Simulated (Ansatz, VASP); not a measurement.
## Mo in VASP and in Ansatz

The input INCAR:

```
AGGAC = 1.0
AGGAX = 1.0
ALDAC = 0.0
ALDAX = 1.0
ALGO = Normal
EDIFF = 1E-6
ENCUT = 520
GGA = B5
ISIF = 2
ISMEAR = -1
LASPH = True
LCHARG = True
LELF = True
LREAL = False
LVHAR = True
LWAVE = False
NBANDS = 13
NELM = 80
PREC = Accurate
SIGMA = 0.1
```

The input KPOINTS:

```
k-points
0
Gamma
  23 23 23
```

File POSCAR:

```
Mo
1.0
   -1.5799947559      1.5799947559      1.5799947559
    1.5799947559     -1.5799947559      1.5799947559
    1.5799947559      1.5799947559     -1.5799947559
Mo
1
Direct
    0.0000000000      0.0000000000      0.0000000000
```

Input for Ansatz:

```yaml
crystal:
  lattice:
    - [-1.5799947559, 1.5799947559, 1.5799947559]
    - [1.5799947559, -1.5799947559, 1.5799947559]
    - [1.5799947559, 1.5799947559, -1.5799947559]
  atoms:
    - { symbol: Mo, position: [0.0, 0.0, 0.0] }
hamiltonian:
  xc: blyp
  pseudopotentials:
    kind: paw
    azcp:
      Mo: "pseudopotentials/Mo.paw.azcp"
basis:
  ecutwfc: 420
  fft_grid_basis: typed
kpoints:
  mp_grid: { grid: [23, 23, 23], shift: [0, 0, 0] }
magnetization:
  spin_polarized: false
scf:
  occupations: { method: fermi_dirac, width: 0.1 }
output:
  stress: true
```

Alike in both runs: task single point; functional BLYP; k mesh 23 × 23 × 23; occupations fermi-dirac, width 0.1 eV; no spin polarisation.

|  | VASP | Ansatz |
| --- | --- | --- |
| version | VASP 6.6.1 | Ansatz 0.2.0 |
| potentials or method | VASP PAW PBE potentials, release 64 (Mo_sv) | plane waves (420 eV) with PAW, scalar-relativistic |
| plane-wave cutoff (eV) | 520 | 420 |
| valence electrons in the cell | 14 | 14 |

VASP gave:

| Item | Value |
| --- | --- |
| pressure (GPa) | 11.0 |

**Question.** Estimate Ansatz's values.

**Answer.** Pressure (GPa): 10.0.

The functional is the same, so the differences come from potentials, cutoffs and numerics.

Caveats: the PAW data sets were made with another functional, which shifts forces and pressure a little (VASP).
